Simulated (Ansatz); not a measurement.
hcp against fcc along group 4

These are results of Ansatz, DFT, PBEsol, plane waves (420 eV) with PAW, scalar-relativistic, not measurements. The PAW files were generated under PBE, with cores re-solved for the functional.

Each structure is relaxed within its symmetry, in the lowest magnetic state of the tried starts. Differences under about 8 meV lie within the error of the k-point mesh.

| element | E(hcp) − E(fcc) (meV/atom) | V(hcp) (Å³/atom) | V(fcc) (Å³/atom) | state of hcp | state of fcc |
| --- | --- | --- | --- | --- | --- |
| Ti | -56 | 16.73 | 16.71 | non-magnetic | spin not included |
| Zr | ? | ? | ? | ? | ? |
| Hf | -68 | 21.62 | 21.58 | spin not included | spin not included |

Q: Fill in the row of Zr.

A: E(hcp) − E(fcc) (meV/atom): -31; V(hcp) (Å³/atom): 22.47; V(fcc) (Å³/atom): 22.24; state of hcp: spin not included; state of fcc: spin not included.
